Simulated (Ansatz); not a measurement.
Input, command and steps of an Ansatz relaxation.

```yaml
crystal:
  lattice:
    - [2.0123637442, 1.1618387494, 2.0351000223]
    - [-2.0123637442, 1.1618387494, 2.0351000223]
    - [0.0, -2.3236774988, 2.0351000223]
  atoms:
    - { symbol: Hg, position: [0.0, 0.0, 0.0] }
basis:
  ecutwfc: 500
kpoints:
  mp_grid: { grid: [12, 12, 12] }
hamiltonian:
  xc: r2scan
scf:
  occupations: { method: gaussian, width: 0.1 }
output:
  forces: true
  stress: true
  eigenvalues: true
relax:
  adjacent_minimum: "off"
  f_tol: 0.01
  max_steps: 30
  cell: { stress_tol: 0.1, fix: [volume] }
```

```bash
ansatz run input.yaml --threads 1 --pin off --max-ram 2560MiB --backend cpu --events-out ev --progress --plain --runs-dir out
```

These are results of Ansatz 0.2.0, DFT r2SCAN, scalar-relativistic, plane waves, PAW, not measurements.

The volume is held at 1.06 times that of the relaxed cell.

Of 4 frames 3 are shown, positions in Å and forces in eV/Å; the SCF threshold varies from step to step. Steps run on the plane waves of an earlier cell, with a Pulay correction in the pressure. The basis is chosen afresh for the last frame, the zero of the energies, and at times for earlier ones too; energy and pressure step there, also at an unchanged geometry.

```xyz
1
Lattice="2.0124 1.1618 2.0351 -2.0124 1.1618 2.0351 0.0000 -2.3237 2.0351" Properties=species:S:1:pos:R:3:forces:R:3 pbc="T T T" step=1 free_energy_over_end_meV_per_atom=0.16 pressure_GPa=-1.11
Hg    0.0000    0.0000    0.0000    0.0000    0.0000    0.0000
1
Lattice="2.0140 1.1628 2.0318 -2.0140 1.1628 2.0318 0.0000 -2.3256 2.0318" Properties=species:S:1:pos:R:3:forces:R:3 pbc="T T T" step=2 free_energy_over_end_meV_per_atom=0.12 pressure_GPa=-1.11
Hg    0.0000    0.0000    0.0000    0.0000    0.0000    0.0000
1
Lattice="2.0236 1.1683 2.0125 -2.0236 1.1683 2.0125 0.0000 -2.3367 2.0125" Properties=species:S:1:pos:R:3:forces:R:3 pbc="T T T" step=4 free_energy_over_end_meV_per_atom=0.00 pressure_GPa=-1.08
Hg    0.0000    0.0000    0.0000    0.0000    0.0000    0.0000
```

It took 38 s on 1 thread of Arm Neoverse V1, with other jobs on the host, peak memory 0.43 GiB.

Spin–orbit coupling is left out, which can shift energies with elements as heavy as these.